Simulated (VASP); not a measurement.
Write the native input for VASP 6.6.1 that does the following.

- Task: single point
- Functional: PBEsol
- Potentials or basis: VASP PAW PBE potentials, release 64 (C)
- Cutoff: 520 eV
- k mesh: 2 × 2 × 1
- Occupations: fermi-dirac, width 0.05 eV
- Spin: no spin polarisation
- Dipole correction: no
- Further INCAR settings: LREAL = Auto; ALGO = Fast; EDIFF = 1e-06; NBANDS = 51

The structure of C lies in POSCAR:

```
C
1.0
    7.3980000000      0.0000000000      0.0000000000
   -3.6990000000      6.4068560000      0.0000000000
    0.0000000000      0.0000000000     13.0000000000
C
18
Direct
    0.0024194040      0.0093805761      0.0805538462
    0.2305187365      0.1168904062      0.0786461538
   -0.0065998958      0.3291630091      0.0761615385
    0.2260833272      0.4381088009      0.0718000000
   -0.0083339815      0.6601365787      0.0818000000
    0.2265960831      0.7715484787      0.0772153846
    0.3222571304     -0.0026065827      0.0762769231
    0.5592161320      0.1181078520      0.0774384615
    0.3417295197      0.3385279769      0.0663692308
    0.5594731716      0.4461158484      0.0706000000
    0.3333604942      0.6552043623      0.0766538462
    0.5468984682      0.7774952332      0.0778615385
    0.6545717541      0.0009521051      0.0779769231
    0.8822002966      0.1062767760      0.0776230769
    0.6716371869      0.3396517730      0.0709923077
    0.8835622426      0.4388736066      0.0811615385
    0.6823747948      0.6791318550      0.0861615385
    0.8920492771      0.7770425931      0.0793307692
```

The cell was built by a generator and needn't be a form met in nature.

These files were run (other wordings do the same):

INCAR

```
PREC = Accurate ; ENCUT = 520
EDIFF = 1E-6 ; ISMEAR = -1
SIGMA = 0.05 ; LREAL = Auto
LASPH = T ; NELM = 100
ALGO = Fast ; ISIF = 2
LWAVE = F ; LCHARG = F
GGA = PS ; NBANDS = 51
```

KPOINTS

```
regular mesh
0
Gamma
  2 2 1
```

Potentials or basis: VASP PAW PBE potentials, release 64 (C).

Command:

```console
$ cat potpaw_PBE.64/C/POTCAR > POTCAR
$ mpirun -np 1 vasp_std > vasp.out
```

Results of the run:

```
Largest force          : 6.805 eV/Å
Band gap on the k mesh : 0.12 eV
```

Caveat: the k mesh is coarse (spacing up to 0.49 Å⁻¹), so the values aren't converged; the PAW data sets were made with another functional, which shifts forces and pressure a little.

Wall time 4.2 min on 1 thread of Intel(R) Xeon(R) Platinum 8488C (Sapphire Rapids), on a shared host, peak memory 0.62 GiB.
